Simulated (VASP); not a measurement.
# Ge (Cmcm) in VASP: a series of runs

One crystal, Ge, is run at these levels: PBE; tasks: single point.

Program: VASP 6.6.1. These are calculated values, not measurements. Logs are shortened: lines on timing, memory, paths and dates and some standing lists are left out, and cuts for length are marked.

**1. Starting point**

It takes space group Cmcm (No. 63, orthorhombic). Conventional cell: a = 2.976 Å, b = 5.189 Å, c = 4.728 Å, α = 90.00°, β = 90.00°, γ = 90.00°. Ge (site symmetry m2m) is surrounded by 12 Ge at 2.92 to 2.99 Å.

This isn't the form of Ge at room conditions, which is diamond.

**2. Single point, PBE**

Contents of INCAR:

```
SYSTEM = Ge
PREC = Accurate
ENCUT = 350
EDIFF = 1E-6
ISMEAR = 0
SIGMA = 0.05
LREAL = .False.
LASPH = .True.
NELM = 100
ALGO = Normal
ISIF = 2
LWAVE = .False.
LCHARG = .False.
GGA = PE
ADDGRID = .False.
```

Contents of KPOINTS:

```
regular mesh
0
Gamma
  5 5 3
  0 0 0
```

Contents of POSCAR:

```
Ge
1.0
    1.4880529250     -2.5946896100      0.0000000000
    1.4880529250      2.5946896100      0.0000000000
    0.0000000000      0.0000000000      4.7275957900
Ge
2
Direct
    0.3592940000      0.6730280000      0.2256240000
    0.6679590000      0.3129580000      0.7530700000
```

Potentials or basis: VASP PAW PBE potentials, release 64 (Ge_d).

Started as:

```console
cat potpaw_PBE.64/Ge_d/POTCAR > POTCAR
mpirun -np 1 vasp_std > vasp.out
```

OUTCAR:

```text
SYSTEM = Ge
   PREC = Accurate
   ENCUT = 350
   EDIFF = 1E-6
   ISMEAR = 0
   LREAL = .False.
   LASPH = .True.
   NELM = 100
   ISIF = 2
   GGA = PE

 Found     38 irreducible k-points:

 Following reciprocal coordinates:
            Coordinates               Weight
  0.000000  0.000000  0.000000      1.000000
  0.200000  0.000000  0.000000      2.000000
  0.000000  0.200000  0.000000      2.000000
  0.400000 -0.000000  0.000000      2.000000
 -0.000000  0.400000  0.000000      2.000000
  0.200000  0.200000  0.000000      2.000000
   k-points           NKPTS =     38   k-points in BZ     NKDIM =     38   number of bands    NBANDS=     18
   number of dos      NEDOS =    301   number of ions     NIONS =      2
   total plane-waves  NPLWV =   9720
   dimension x,y,z NGX =    18 NGY =   18 NGZ =   30
   dimension x,y,z NGXF=    36 NGYF=   36 NGZF=   60
   ions per type =               2
   NGX,Y,Z   is equivalent  to a cutoff of  10.00, 10.00, 10.55 a.u.
   NGXF,Y,Z  is equivalent  to a cutoff of  20.01, 20.01, 21.10 a.u.
 SYSTEM =  Ge
   PREC   = accura    normal or accurate (medium, high low for compatibility)
   ISTART =      0    job   : 0-new  1-cont  2-samecut
   ICHARG =      2    charge: 1-file 2-atom 10-const
   ISPIN  =      1    spin polarized calculation?
   LNONCOLLINEAR =      F non collinear calculations
   LSORBIT =      F    spin-orbit coupling
   LASPH  =      T    aspherical Exc in radial PAW
   ENCUT  =  350.0 eV  25.72 Ry    5.07 a.u.   4.56  4.56  7.21*2*pi/ulx,y,z
   NELM   =    100;   NELMIN=  2; NELMDL= -5     # of ELM steps
   EDIFF  = 0.1E-05   stopping-criterion for ELM
   LREAL  =      F    real-space projection
   EDIFFG = 0.1E-04   stopping-criterion for IOM
   NSW    =      0    number of steps for IOM
   IBRION =     -1    ionic relax: 0-MD 1-quasi-New 2-CG
   NFREE  =      0    steps in history (QN), initial steepest desc. (CG)
   ISIF   =      2    stress and relaxation
   ISYM   =      2    0-nonsym 1-usesym 2-fastsym
   POTIM  = 0.5000    time-step for ionic-motion
   TEBEG  =    0.0;   TEEND  =   0.0 temperature during run
   PSTRESS=    0.0 pullay stress
   NELECT =      28.0000    total number of electrons
   NUPDOWN=      -1.0000    fix difference up-down
   EMIN   =  10.00;   EMAX   =-10.00  energy-range for DOS
   EFERMI =   0.00;   METHOD = LEGACY
   ISMEAR =     0;   SIGMA  =   0.05  broadening in eV -4-tet -1-fermi 0-gaus
   EFERMI_NEDOS =   21; number of points for ismear=-14 and -15
   IALGO  =     38    algorithm
   IMIX   =      4    mixing-type and parameters
     AMIX     =   0.40;   BMIX     =  1.00
     AMIX_MAG =   1.60;   BMIX_MAG =  1.00
  volume/ion in A,a.u.               =      18.25       123.18
  Fermi-wavevector in a.u.,A,eV,Ry     =   1.498544  2.831837 30.553703  2.245634
  Thomas-Fermi vector in A             =   2.610289
   LORBIT       =      0    0 simple, 1 ext, 2 COOP (PROOUT), +10 PAW based schemes
   GGA     = PE    functional components
   LHFCALC =     F    Hartree Fock is set to
   AEXX    =    0.0000 exact exchange contribution
   IVDW    =     0    specifies the selected vdW correction
   LEPSILON=     F    determine dielectric tensor
   LRPA    =     F    only Hartree local field effects (RPA)
 non-spin polarized calculation
 Gauss-broadening in eV      SIGMA  =   0.05
  energy-cutoff  :      350.00
  volume of cell :       36.51
 maximum number of plane-waves:       558
 NGX is ok and might be reduce to    18
   NGX =  9   NGY =  9   NGZ = 15

 number of electron      27.9999988 magnetization

 Free energy of the ion-electron system (eV)
  ---------------------------------------------------
  ext. energy  EPLUGINS =         0.00000000
  ---------------------------------------------------
  free energy    TOTEN  =        -8.26310995 eV

  energy without entropy =       -8.25990591  energy(sigma->0) =       -8.26150793

 E-fermi :   6.8852     XC(G=0): -11.4562

 val. band max:        6.8684087320   @ k =   0.2000   0.2000   0.3333
 cond. band min:       6.9172717560   @ k =   0.4000   0.4000   0.0000
 fundamental gap:      0.0488630240
 Fermi energy:         6.8851959907

 k-point     1 :       0.0000    0.0000    0.0000
  band No.  band energies     occupation
      1     -17.5782      2.00000
      2     -17.5651      2.00000
      3     -17.5612      2.00000
      4     -17.5599      2.00000
      5     -17.5549      2.00000
      6     -17.5544      2.00000
      7     -17.5368      2.00000
      8     -17.5246      2.00000
      9     -17.4667      2.00000
     10     -17.4561      2.00000
     11      -6.3551      2.00000
     12      -0.3899      2.00000
     13       1.5644      2.00000
     14      13.5423      0.00000
     15      13.8455      0.00000
     16      15.5878      0.00000
     17      16.0124      0.00000
     18      17.2620      0.00000

 k-point     2 :       0.2000    0.0000    0.0000
  band No.  band energies     occupation
      1     -17.5950      2.00000
      2     -17.5681      2.00000
      3     -17.5646      2.00000
      4     -17.5458      2.00000
      5     -17.5388      2.00000
      6     -17.5295      2.00000
      7     -17.5200      2.00000
      8     -17.5153      2.00000
      9     -17.4811      2.00000
     10     -17.4544      2.00000
     11      -5.4624      2.00000
     12       0.4201      2.00000
     13       2.4793      2.00000
     14       8.2659      0.00000
     15      11.4073      0.00000
     16      12.7119      0.00000
     17      15.1946      0.00000
     18      15.7830      0.00000

 k-point     3 :       0.0000    0.2000    0.0000
  band No.  band energies     occupation
      1     -17.5919      2.00000
      2     -17.5718      2.00000
      3     -17.5544      2.00000
      4     -17.5501      2.00000
      5     -17.5405      2.00000
      6     -17.5291      2.00000
      7     -17.5237      2.00000
      8     -17.5144      2.00000
      9     -17.4768      2.00000
     10     -17.4599      2.00000
     11      -5.4591      2.00000
     12       0.4145      2.00000
     13       2.4924      2.00000
     14       8.2100      0.00000
     15      11.4617      0.00000
     16      12.7797      0.00000
     17      15.0176      0.00000
     18      15.7600      0.00000

 k-point     4 :       0.4000   -0.0000    0.0000
  band No.  band energies     occupation
      1     -17.6235      2.00000
      2     -17.5852      2.00000
      3     -17.5799      2.00000
      4     -17.5601      2.00000
      5     -17.5267      2.00000
      6     -17.4990      2.00000
      7     -17.4775      2.00000
      8     -17.4695      2.00000
      9     -17.4678      2.00000
     10     -17.4503      2.00000
     11      -2.8451      2.00000
     12       1.4952      2.00000
     13       3.6786      2.00000
     14       5.0097      2.00000
     15       7.6478      0.00000
     16       9.6779      0.00000
     17      10.1943      0.00000
     18      13.6573      0.00000

 k-point     5 :      -0.0000    0.4000    0.0000
  band No.  band energies     occupation
      1     -17.6207      2.00000
      2     -17.5897      2.00000
      3     -17.5692      2.00000
      4     -17.5584      2.00000
      5     -17.5263      2.00000
      6     -17.4992      2.00000
      7     -17.4799      2.00000
      8     -17.4773      2.00000
      9     -17.4659      2.00000
     10     -17.4530      2.00000
     11      -2.8086      2.00000
     12       1.3661      2.00000
     13       3.7500      2.00000
     14       5.1233      2.00000
     15       7.6533      0.00000
     16       9.7004      0.00000
     17       9.9026      0.00000
     18      13.6929      0.00000

 k-point     6 :       0.2000    0.2000    0.0000
  band No.  band energies     occupation
      1     -17.5909      2.00000
      2     -17.5823      2.00000
      3     -17.5768      2.00000
      4     -17.5539      2.00000
      5     -17.5215      2.00000
      6     -17.5169      2.00000
      7     -17.5014      2.00000
      8     -17.4842      2.00000
      9     -17.4699      2.00000
     10     -17.4558      2.00000
     11      -3.6765      2.00000
     12       1.8291      2.00000
     13       4.2725      2.00000
     14       5.3219      2.00000
     15       6.3833      2.00000
     16      10.8872      0.00000
     17      11.7184      0.00000
     18      12.1579      0.00000

 [... further k-points ...]

------------------------ aborting loop because EDIFF is reached ----------------------------------------

  FORCE on cell =-STRESS in cart. coord.  units (eV):
  Direction    XX          YY          ZZ          XY          YZ          ZX
  --------------------------------------------------------------------------------------
  -------------------------------------------------------------------------------------
  Total        1.0226720      0.7138353      2.2779154     -0.0821813     -0.1727063      0.2373107
  in kB       44.8820630     31.3281307     99.9710049     -3.6066940     -7.5795723     10.4148692
  external PRESSURE =      58.7270662 kB  Pullay stress =       0.0000000 kB

 VOLUME and BASIS-vectors are now :
 -----------------------------------------------------------------------------
  energy-cutoff  :      350.00
  volume of cell :       36.51
      direct lattice vectors                 reciprocal lattice vectors
     1.488052925 -2.594689610  0.000000000     0.336009554 -0.192701277  0.000000000
     1.488052925  2.594689610  0.000000000     0.336009554  0.192701277  0.000000000
     0.000000000  0.000000000  4.727595790     0.000000000  0.000000000  0.211524006

 POSITION                                       TOTAL-FORCE (eV/Angst)
 -----------------------------------------------------------------------------------
      1.53615      0.81404      1.06666         0.111728     -0.032397      0.058367
      1.45966     -0.92112      3.56021        -0.111728      0.032397     -0.058367
 -----------------------------------------------------------------------------------
    total drift:                                0.000130     -0.000014     -0.000455

  FREE ENERGIE OF THE ION-ELECTRON SYSTEM (eV)
  ---------------------------------------------------
  free  energy   TOTEN  =        -8.2631099534 eV

  energy  without entropy=       -8.2599059091  energy(sigma->0) =       -8.26150793
```

Wall time 5.9 s (1 thread of Intel Xeon 6975P-C (Granite Rapids), shared host); peak memory 0.12 GiB.

These settings aren't checked as converged: the numbers below hold their error.

Results:

| Quantity | Value |
| --- | --- |
| Free energy | -8.2631 eV |
| Largest force | 0.130 eV/Å |
| Band gap on the k mesh | none (metal or under the smearing width) |

Caveat: the k mesh is coarse (spacing up to 0.49 Å⁻¹), so the values aren't converged; the cutoff is under 1.25 times the usual one of these potentials, so pressure, stress and relaxed cells hold a basis-set (Pulay) error.

**3. Single point, PBE**

Edit INCAR of step 2 so:

```diff
@@ -2,3 +2,3 @@
 PREC = Accurate
-ENCUT = 350
+ENCUT = 250
 EDIFF = 1E-6
```

Contents of KPOINTS:

```
regular mesh
0
Gamma
  6 6 4
  0 0 0
```

Contents of POSCAR:

```
Ge
1.0
    1.4880529250     -2.5946896100      0.0000000000
    1.4880529250      2.5946896100      0.0000000000
    0.0000000000      0.0000000000      4.7275957900
Ge
2
Direct
    0.3334466300      0.6665533700      0.2500000000
    0.6665533700      0.3334466300      0.7500000000
```

Potentials or basis: VASP PAW PBE potentials, release 64 (Ge_d).

Started as:

```console
cat potpaw_PBE.64/Ge_d/POTCAR > POTCAR
mpirun -np 1 vasp_std > vasp.out
```

It took 3.6 s on 1 thread of Intel Xeon 6975P-C (Granite Rapids), shared host; peak memory 0.11 GiB.

The run converged, but a check on its numbers failed (symmetry, net force, bounds or a known fault of this set-up), so they aren't taken as properties of the crystal.

Caveat: the k mesh is coarse (spacing up to 0.41 Å⁻¹), so the values aren't converged; the cutoff lies under the usual one of these potentials, so the numbers hold a large basis-set error.

**4. Single point, PBE**

INCAR is that of step 3.

KPOINTS is that of step 3.

Contents of POSCAR:

```
Ge
1.0
    1.4880529250     -2.5946896100      0.0000000000
    1.4880529250      2.5946896100      0.0000000000
    0.0000000000      0.0000000000      4.7275957900
Ge
2
Direct
    0.3592940000      0.6730280000      0.2256240000
    0.6679590000      0.3129580000      0.7530700000
```

Started as:

```console
cat potpaw_PBE.64/Ge_d/POTCAR > POTCAR
mpirun -np 1 vasp_std > vasp.out
```

Run time: 5.3 s. Hardware: 1 thread of Intel Xeon 6975P-C (Granite Rapids), shared host; peak memory 0.12 GiB.

The run converged, but a check on its numbers failed (symmetry, net force, bounds or a known fault of this set-up), so they aren't taken as properties of the crystal.

Caveat: the k mesh is coarse (spacing up to 0.41 Å⁻¹), so the values aren't converged; the cutoff lies under the usual one of these potentials, so the numbers hold a large basis-set error.

(Continued in part 2 of 2.)
